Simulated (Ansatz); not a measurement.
**What a change of settings does to a run on NaCl**

The cell is a database entry far from equilibrium at this level of theory, probably a faulty or high-pressure entry; it serves as a test geometry alone. The listed cell was then made from it by scaling, straining or moving an atom.

First run: DFT, PBE, all-electron PAW with datasets made for the crystal, scalar-relativistic (Ansatz 0.2.0).

Command: `ansatz run input.yaml --threads 1 --pin off --max-ram 2048MiB --backend cpu --events-out ev --progress --plain --runs-dir out` The run took 8.1 s on 1 thread of Intel(R) Xeon(R) Platinum 8488C (Sapphire Rapids) (shared host), peak memory 0.47 GiB.

```yaml
crystal:
  lattice:
    - [2.9172, 0.0, 0.0]
    - [0.0, 2.9172, 0.0]
    - [0.0, 0.0, 2.86]
  atoms:
    - { symbol: Na, position: [0.0, 0.0, 0.0] }
    - { symbol: Cl, position: [0.5, 0.5, 0.5] }
kpoints:
  mp_grid: { grid: [9, 9, 9] }
scf:
  occupations: { method: fermi_dirac, width: 0.03 }
hamiltonian:
  xc: pbe
  pseudopotentials: { kind: all_electron, datasets: crystal }
output:
  forces: true
  stress: true
  eigenvalues: true
  efg: { contact_densities: true }
```

Result: converged; pressure 55.5 GPa; gap on the k mesh 4.67 eV (the mesh can miss the band edges); 8 SCF iterations.

The input is then changed:

```diff
@@ -10,8 +10,10 @@
   mp_grid: { grid: [9, 9, 9] }
 scf:
-  occupations: { method: fermi_dirac, width: 0.03 }
+  occupations: { method: tetrahedron }
+  algorithm: direct_min
 hamiltonian:
   xc: pbe
   pseudopotentials: { kind: all_electron, datasets: crystal }
+  dispersion: d3bjatm
 output:
   forces: true
```

Q: Predict the outcome of the changed run.

A: It was refused before any iteration. The program says:
```
Error: inconsistent input (scf.algorithm, scf.occupations.method): direct minimisation with tetrahedron occupations — the free energy that is minimised is that of smeared or fixed occupations, and a tetrahedron fill has neither; use a smearing scheme or fixed occupations, or the default algorithm without scf.convergence.dm_fallback
```
